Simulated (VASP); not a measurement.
# NaCl (Fm-3m) in VASP: further runs

The runs below take NaCl through relaxation of cell and atoms, single point, with PBE.

All numbers are computed with VASP 6.6.1; they aren't measurements. Logs are shortened: lines on timing, memory, paths and dates and some standing lists are left out, and cuts for length are marked.

### 1 The crystal as given

Symmetry: Fm-3m, No. 225, cubic system. Conventional cell: a = 5.620 Å, b = 5.620 Å, c = 5.620 Å, α = 90.00°, β = 90.00°, γ = 90.00°. Na (site symmetry m-3m) is surrounded by 6 Cl at 2.81 Å. Cl (site symmetry m-3m) has 6 Na at 2.81 Å as nearest neighbours.

### 2 Relaxation of cell and atoms, PBE, target pressure 12 GPa, at which the enthalpy is minimised

File INCAR:

```
PREC = Accurate
ENCUT = 600
EDIFF = 1E-6
ISMEAR = 0
SIGMA = 0.03
LREAL = F
LASPH = T
NELM = 80
ALGO = Normal
ISIF = 3
LWAVE = F
LCHARG = F
GGA = PE
IBRION = 2
NSW = 90
EDIFFG = -0.01
PSTRESS = 120.0
```

File KPOINTS:

```
regular mesh
0
Gamma
  8 8 8
```

File POSCAR:

```
NaCl
1.0
    0.0000000000      2.8100000000      2.8100000000
    2.8100000000      0.0000000000      2.8100000000
    2.8100000000      2.8100000000      0.0000000000
Na Cl
1 1
Direct
    0.0000000000      0.0000000000      0.0000000000
    0.5000000000      0.5000000000      0.5000000000
```

Potentials or basis: VASP PAW PBE potentials, release 64 (Na_pv, Cl).

Launch:

```console
cat potpaw_PBE.64/Na_pv/POTCAR potpaw_PBE.64/Cl/POTCAR > POTCAR
mpirun -np 1 vasp_std > vasp.out
```

OUTCAR:

```text
PREC = Accurate
   ENCUT = 600
   EDIFF = 1E-6
   ISMEAR = 0
   LREAL = F
   LASPH = T
   NELM = 80
   ISIF = 3
   GGA = PE
   IBRION = 2
   NSW = 90
   EDIFFG = -0.01
   PSTRESS = 120.0

 ion  position               nearest neighbor table
   1  0.000  0.000  0.000-
   2  0.500  0.500  0.500-

  LATTYP: Found a face centered cubic cell.
 ALAT       =     5.6200000000

  Lattice vectors:

 A1 = (   0.0000000000,   2.8100000000,   2.8100000000)
 A2 = (   2.8100000000,   0.0000000000,   2.8100000000)
 A3 = (   2.8100000000,   2.8100000000,   0.0000000000)

Analysis of symmetry for initial positions (statically):
=====================================================================
 Subroutine PRICEL returns:
 Original cell was already a primitive cell.

 Routine SETGRP: Setting up the symmetry group for a
 face centered cubic supercell.

 Subroutine GETGRP returns: Found 48 space group operations
 (whereof 48 operations were pure point group operations)
 out of a pool of 48 trial point group operations.

The static configuration has the point symmetry O_h .

Analysis of symmetry for dynamics (positions and initial velocities):
=====================================================================
 Subroutine PRICEL returns:
 Original cell was already a primitive cell.

 Routine SETGRP: Setting up the symmetry group for a
 face centered cubic supercell.

 Subroutine GETGRP returns: Found 48 space group operations
 (whereof 48 operations were pure point group operations)
 out of a pool of 48 trial point group operations.

The dynamic configuration has the point symmetry O_h .

 Subroutine INISYM returns: Found 48 space group operations
 (whereof 48 operations are pure point group operations),
 and found     1 'primitive' translations

----------------------------------------------------------------------------------------

                                     Primitive cell

  volume of cell :      44.3761

  direct lattice vectors                    reciprocal lattice vectors
     0.000000000  2.810000000  2.810000000    -0.177935943  0.177935943  0.177935943
     2.810000000  0.000000000  2.810000000     0.177935943 -0.177935943  0.177935943
     2.810000000  2.810000000  0.000000000     0.177935943  0.177935943 -0.177935943

  length of vectors
     3.973940110  3.973940110  3.973940110     0.308194094  0.308194094  0.308194094

  position of ions in fractional coordinates (direct lattice)
     0.000000000  0.000000000  0.000000000
     0.500000000  0.500000000  0.500000000

  ion indices of the primitive-cell ions
   primitive index   ion index
                 1           1
                 2           2

----------------------------------------------------------------------------------------

 KPOINTS: regular mesh

Automatic generation of k-mesh.
 Grid dimensions read from file:
 generate k-points for:    8    8    8

 Generating k-lattice:

  Cartesian coordinates                     Fractional coordinates (reciprocal lattice)
    -0.022241993  0.022241993  0.022241993     0.125000000  0.000000000  0.000000000
     0.022241993 -0.022241993  0.022241993     0.000000000  0.125000000  0.000000000
     0.022241993  0.022241993 -0.022241993     0.000000000  0.000000000  0.125000000

  Length of vectors
     0.038524262  0.038524262  0.038524262

  Shift w.r.t. Gamma in fractional coordinates (k-lattice)
     0.000000000  0.000000000  0.000000000

 Subroutine IBZKPT returns following result:
 ===========================================

 Found     29 irreducible k-points:

 Following reciprocal coordinates:
            Coordinates               Weight
  0.000000  0.000000  0.000000      1.000000
  0.125000  0.000000  0.000000      8.000000
  0.250000  0.000000  0.000000      8.000000
  0.375000  0.000000  0.000000      8.000000
  0.500000  0.000000  0.000000      4.000000
  0.125000  0.125000  0.000000      6.000000
[... 16 lines left out ...]
  0.500000  0.250000  0.125000     48.000000
 -0.375000  0.250000  0.125000     24.000000
 [... further k-points ...]
   k-points           NKPTS =     29   k-points in BZ     NKDIM =     29   number of bands    NBANDS=     11
   number of dos      NEDOS =    301   number of ions     NIONS =      2
   total plane-waves  NPLWV =  32768
   dimension x,y,z NGX =    32 NGY =   32 NGZ =   32
   dimension x,y,z NGXF=    64 NGYF=   64 NGZF=   64
   ions per type =               1   1
   NGX,Y,Z   is equivalent  to a cutoff of  13.39, 13.39, 13.39 a.u.
   NGXF,Y,Z  is equivalent  to a cutoff of  26.77, 26.77, 26.77 a.u.
 SYSTEM =  unknown system
   PREC   = accura    normal or accurate (medium, high low for compatibility)
   ISTART =      0    job   : 0-new  1-cont  2-samecut
   ICHARG =      2    charge: 1-file 2-atom 10-const
   ISPIN  =      1    spin polarized calculation?
   LNONCOLLINEAR =      F non collinear calculations
   LSORBIT =      F    spin-orbit coupling
   LASPH  =      T    aspherical Exc in radial PAW
   ENCUT  =  600.0 eV  44.10 Ry    6.64 a.u.   7.94  7.94  7.94*2*pi/ulx,y,z
   NELM   =     80;   NELMIN=  2; NELMDL= -5     # of ELM steps
   EDIFF  = 0.1E-05   stopping-criterion for ELM
   LREAL  =      F    real-space projection
   EDIFFG = -.1E-01   stopping-criterion for IOM
   NSW    =     90    number of steps for IOM
   IBRION =      2    ionic relax: 0-MD 1-quasi-New 2-CG
   NFREE  =      1    steps in history (QN), initial steepest desc. (CG)
   ISIF   =      3    stress and relaxation
   ISYM   =      2    0-nonsym 1-usesym 2-fastsym
   POTIM  = 0.5000    time-step for ionic-motion
   TEBEG  =    0.0;   TEEND  =   0.0 temperature during run
   PSTRESS=  120.0 pullay stress
   NELECT =      14.0000    total number of electrons
   NUPDOWN=      -1.0000    fix difference up-down
   EMIN   =  10.00;   EMAX   =-10.00  energy-range for DOS
   EFERMI =   0.00;   METHOD = LEGACY
   ISMEAR =     0;   SIGMA  =   0.03  broadening in eV -4-tet -1-fermi 0-gaus
   EFERMI_NEDOS =   21; number of points for ismear=-14 and -15
   IALGO  =     38    algorithm
   IMIX   =      4    mixing-type and parameters
     AMIX     =   0.40;   BMIX     =  1.00
     AMIX_MAG =   1.60;   BMIX_MAG =  1.00
  volume/ion in A,a.u.               =      22.19       149.73
  Fermi-wavevector in a.u.,A,eV,Ry     =   1.114469  2.106040 16.898985  1.242040
  Thomas-Fermi vector in A             =   2.251064
   LORBIT       =      0    0 simple, 1 ext, 2 COOP (PROOUT), +10 PAW based schemes
   GGA     = PE    functional components
   LHFCALC =     F    Hartree Fock is set to
   AEXX    =    0.0000 exact exchange contribution
   IVDW    =     0    specifies the selected vdW correction
   LEPSILON=     F    determine dielectric tensor
   LRPA    =     F    only Hartree local field effects (RPA)
 conjugate gradient relaxation of ions
 non-spin polarized calculation
 Gauss-broadening in eV      SIGMA  =   0.03
  energy-cutoff  :      600.00
  volume of cell :       44.38
 maximum number of plane-waves:      1494
   NGX = 15   NGY = 15   NGZ = 15

--------------------------------------- Ionic step        1  -------------------------------------------

 number of electron      14.0000007 magnetization

 Free energy of the ion-electron system (eV)
  ---------------------------------------------------
  ext. energy  EPLUGINS =         0.00000000
  ---------------------------------------------------
  free energy    TOTEN  =        -6.77227674 eV

  energy without entropy =       -6.77227674  energy(sigma->0) =       -6.77227674

 E-fermi :  -0.4897     XC(G=0):  -8.2120

 val. band max:       -0.6700490045   @ k =   0.0000   0.0000   0.0000
 cond. band min:       4.4787673627   @ k =   0.0000   0.0000   0.0000
 fundamental gap:      5.1488163671
 Fermi energy:        -0.4897199513

 k-point     1 :       0.0000    0.0000    0.0000
  band No.  band energies     occupation
      1     -21.4677      2.00000
      2     -21.4677      2.00000
      3     -21.4677      2.00000
      4     -13.3524      2.00000
      5      -0.6700      2.00000
      6      -0.6700      2.00000
      7      -0.6700      2.00000
      8       4.4788      0.00000
      9      10.4617      0.00000
     10      10.4617      0.00000
     11      10.4617      0.00000

 k-point     2 :       0.1250    0.0000    0.0000
  band No.  band energies     occupation
      1     -21.4723      2.00000
      2     -21.4680      2.00000
      3     -21.4680      2.00000
      4     -13.3040      2.00000
      5      -1.0443      2.00000
      6      -0.7117      2.00000
      7      -0.7117      2.00000
      8       4.9788      0.00000
      9       9.9217      0.00000
     10      10.6565      0.00000
     11      10.6565      0.00000
[... 375 lines left out ...]
  FREE ENERGIE OF THE ION-ELECTRON SYSTEM (eV)
  ---------------------------------------------------
  free  energy   TOTEN  =        -6.4653312979 eV

  energy  without entropy=       -6.4653312979  energy(sigma->0) =       -6.46533130

  enthalpy is  TOTEN    =        -3.8189414035 eV   P V=        2.6463898944

--------------------------------------- Ionic step        3  -------------------------------------------

 number of electron      13.9999993 magnetization

 Free energy of the ion-electron system (eV)
  ---------------------------------------------------
  ext. energy  EPLUGINS =         0.00000000
  ---------------------------------------------------
  free energy    TOTEN  =        -6.46068737 eV

  energy without entropy =       -6.46068737  energy(sigma->0) =       -6.46068737

 E-fermi :   1.1214     XC(G=0):  -9.2445

 val. band max:        0.9181575658   @ k =   0.0000   0.0000   0.0000
 cond. band min:       7.1326434641   @ k =   0.0000   0.0000   0.0000
 fundamental gap:      6.2144858983
 Fermi energy:         1.1214003821

 k-point     1 :       0.0000    0.0000    0.0000
  band No.  band energies     occupation
      1     -19.5689      2.00000
      2     -19.5689      2.00000
      3     -19.5689      2.00000
      4     -12.4284      2.00000
      5       0.9182      2.00000
      6       0.9182      2.00000
      7       0.9182      2.00000
      8       7.1326      0.00000
      9      12.1785      0.00000
     10      12.1785      0.00000
     11      12.1785      0.00000

 k-point     2 :       0.1250    0.0000    0.0000
  band No.  band energies     occupation
      1     -19.5825      2.00000
      2     -19.5697      2.00000
      3     -19.5697      2.00000
      4     -12.3364      2.00000
      5       0.3923      2.00000
      6       0.8496      2.00000
      7       0.8496      2.00000
      8       7.7205      0.00000
      9      11.6782      0.00000
     10      12.4389      0.00000
     11      12.4389      0.00000
[... 330 lines left out ...]
 POSITION                                       TOTAL-FORCE (eV/Angst)
 -----------------------------------------------------------------------------------
      0.00000     -0.00000      0.00000         0.000000      0.000000     -0.000000
      2.60293      2.60293      2.60293         0.000000     -0.000000      0.000000
 -----------------------------------------------------------------------------------
    total drift:                                0.000000     -0.000000     -0.000000

  FREE ENERGIE OF THE ION-ELECTRON SYSTEM (eV)
  ---------------------------------------------------
  free  energy   TOTEN  =        -6.4606873741 eV

  energy  without entropy=       -6.4606873741  energy(sigma->0) =       -6.46068737

  enthalpy is  TOTEN    =        -3.8189702787 eV   P V=        2.6417170954

 reached required accuracy - stopping structural energy minimisation
```

It took 14 s on 1 thread of Intel Xeon 6975P-C (Granite Rapids), shared host; peak memory 0.17 GiB.

What came out:

```
Free energy                                            : -6.4607 eV
Relaxed volume                                         : 17.64 Å³/atom
Relaxed cell                                           : a = 3.681 Å, b = 3.681 Å, c = 3.681 Å, α = 60.00°, β = 60.00°, γ = 60.00°
Space group after relaxing (to 0.05 Å)                 : Fm-3m (No. 225)
Energy change on relaxing (the enthalpy is what falls) : +155.8 meV/atom
Ionic steps                                            : 3
Pressure after relaxing                                : 12.0 GPa
Band gap on the k mesh                                 : 6.21 eV, direct
```

The path:
| step | energy change (eV) | largest force (eV/Å) | pressure (GPa) | volume (Å³) |
| --- | --- | --- | --- | --- |
| 1 | 0.0000 | 0.0000 | 1.05 | 44.38 |
| 2 | 0.3069 | 0.0000 | 11.87 | 35.33 |
| 3 | 0.3116 | 0.0000 | 11.98 | 35.27 |

Final structure:
```cif
data_structure
_symmetry_space_group_name_H-M 'P 1'
_symmetry_Int_Tables_number 1
_cell_length_a 3.6811
_cell_length_b 3.6811
_cell_length_c 3.6811
_cell_angle_alpha 60.000
_cell_angle_beta 60.000
_cell_angle_gamma 60.000
_cell_volume 35.27
loop_
_atom_site_label
_atom_site_type_symbol
_atom_site_fract_x
_atom_site_fract_y
_atom_site_fract_z
_atom_site_occupancy
Na1 Na 0.00000 0.00000 0.00000 1
Cl1 Cl 0.50000 0.50000 0.50000 1
```

Caveat: the cell is relaxed towards a set pressure, so the enthalpy falls and the energy may rise; the volume moved by over 15 % at a fixed basis, so the end points are rough.

(Part 1 of 2 ends here.)
